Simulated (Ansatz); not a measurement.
# Al: the cost of one run

Method: DFT PBE+D3(BJ), scalar-relativistic, plane waves, PAW, in Ansatz 0.2.0.

27 further runs of the same task are left out: 27 set aside as unsound or not needed.

### 1 The system as given

It takes space group P6_3/mmc (No. 194, hexagonal). Conventional cell: a = 2.814 Å, b = 2.814 Å, c = 9.241 Å, α = 90.00°, β = 90.00°, γ = 120.00°. Al (site symmetry -3m) is surrounded by 12 Al at 2.81 to 2.82 Å. Al (site symmetry -6m2) has 12 Al at 2.81 to 2.82 Å as nearest neighbours.

Coordinates:

```cif
data_structure
_symmetry_space_group_name_H-M 'P6_3/mmc'
_symmetry_Int_Tables_number 194
_cell_length_a 2.8144
_cell_length_b 2.8144
_cell_length_c 9.2410
_cell_angle_alpha 90.000
_cell_angle_beta 90.000
_cell_angle_gamma 120.000
_cell_volume 63.39
loop_
_atom_site_label
_atom_site_type_symbol
_atom_site_symmetry_multiplicity
_atom_site_Wyckoff_symbol
_atom_site_fract_x
_atom_site_fract_y
_atom_site_fract_z
_atom_site_occupancy
Al1 Al 2 a 0.00000 0.00000 0.00000 1
Al2 Al 2 c 0.33333 0.66667 0.25000 1
```

It goes back to an entry of the Materials Project, which need not be the stable form.

This cell was relaxed beforehand with the same method: volume 15.85 Å³/atom, gap on the mesh none (metal).

### 2 The scan

Atoms count from 1 in the order of the input.

One atom moved over a plane, all else fixed.

First coordinate, shift of Al2 along [1 2 0]: 11 values from −0.70 Å. Second coordinate, shift of Al2 along [0 0 1]: 11 values from −0.70 Å.

Nothing else is relaxed (all other atoms fixed). Energies count from the relaxed crystal. Points are written as (first, second).

### 3 Point (0.70 Å, −0.70 Å)

Input file input.yaml:

```yaml
crystal:
  lattice:
    - [2.814422265, 0.0, 0.0]
    - [-1.4072111325, 2.4373611785, 0.0]
    - [0.0, 0.0, 9.241047071]
  atoms:
    - { symbol: Al, position: [0.0, 0.0, 0.0] }
    - { symbol: Al, position: [0.4769312552, 0.9538625103, 0.1742510081] }
    - { symbol: Al, position: [0.0, 0.0, 0.5] }
    - { symbol: Al, position: [0.6666666667, 0.3333333333, 0.75] }
basis:
  ecutwfc: 420
kpoints:
  mp_grid: { grid: [18, 18, 4] }
hamiltonian:
  xc: pbe
  pseudopotentials: { kind: paw, azcp: { folder: soft_1 } }
  dispersion: d3bj
scf:
  occupations: { method: gaussian, width: 0.15 }
output:
  forces: true
  stress: true
  eigenvalues: true
```

On the command line:

```
> ansatz run input.yaml --threads 4 --pin off --max-ram 8192MiB --backend cpu --events-out ev --progress --plain --runs-dir out
```

Q: Estimate wall time and peak memory on 4 threads of Arm Neoverse N1, shared host.

About 13 s, with a peak of 0.57 GiB.
